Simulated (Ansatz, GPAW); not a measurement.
Given: the input of a run of Ansatz 0.2.0 on CdTe. 

The input input.yaml:

```yaml
crystal:
  lattice:
    - [0.0, 3.205, 3.205]
    - [3.205, 0.0, 3.205]
    - [3.205, 3.205, 0.0]
  atoms:
    - { symbol: Te, position: [0.75, 0.75, 0.75] }
    - { symbol: Cd, position: [0.0, 0.0, 0.0] }
kpoints:
  mp_grid: { grid: [7, 7, 7] }
scf:
  occupations: { method: gaussian, width: 0.013 }
hamiltonian:
  xc: pbe
  pseudopotentials: { kind: all_electron, lapw: { basis_error: 0.001 } }
output:
  forces: true
  stress: true
  eigenvalues: true
```

Potentials or basis: all-electron LAPW, scalar-relativistic.

Command:

```sh
$ ansatz run input.yaml --threads 1 --pin off --max-ram 3072MiB --backend cpu --events-out ev --progress --plain --runs-dir out
```

Question: Set up the same calculation for GPAW 26.7.0 (ASE script). Potentials or basis there: GPAW PAW data sets (gpaw-data 1.2.1), cutoff 600 eV.

Answer: As run (cutoffs and basis follow the program's own potentials, and thresholds, step limits or extra output files can differ):

run.py

```python
from ase import Atoms
from ase.dft.bandgap import bandgap
from ase.io import write
from ase.units import GPa
from gpaw import GPAW, PW

atoms = Atoms(['Te', 'Cd'],
              cell=[[0.0, 3.205, 3.205],
                    [3.205, 0.0, 3.205],
                    [3.205, 3.205, 0.0]],
              scaled_positions=[[0.75, 0.75, 0.75],
                                [0.0, 0.0, 0.0]],
              pbc=True)

calc = GPAW(mode=PW(600),
            xc='PBE',
            kpts={'size': (7, 7, 7), 'gamma': True},
            occupations={'name': 'methfessel-paxton', 'order': 0, 'width': 0.013000000000000001},
            nbands=18,
            convergence={'density': 1e-05, 'energy': 1e-05},
            maxiter=150,
            txt='gpaw.txt')
atoms.calc = calc
energy = atoms.get_potential_energy()
forces = atoms.get_forces()
stress = atoms.get_stress()
calc.write('gs.gpw')
write('result.traj', atoms)
print(f'Energy: {energy:.6f} eV')
print('Forces (eV/A):')
print(forces.round(4))
print('Stress (GPa):', (stress / GPa).round(3))
print('Fermi level:', round(calc.get_fermi_level(), 4), 'eV')
print(f'Gap: {bandgap(calc)[0]:.4f} eV, direct: {bandgap(calc, direct=True)[0]:.4f} eV')
```

Potentials or basis: GPAW PAW data sets (gpaw-data 1.2.1), pw.

The run is started by

```console
$ OMP_NUM_THREADS=1 python run.py
```

Both were run:

|  | Ansatz | GPAW |
| --- | --- | --- |
| Pressure | 4.3 GPa | 3.8 GPa |

Where Ansatz's input types no cutoff or centring, it takes its own default and a Γ-centred mesh.

Pressure is positive in compression.
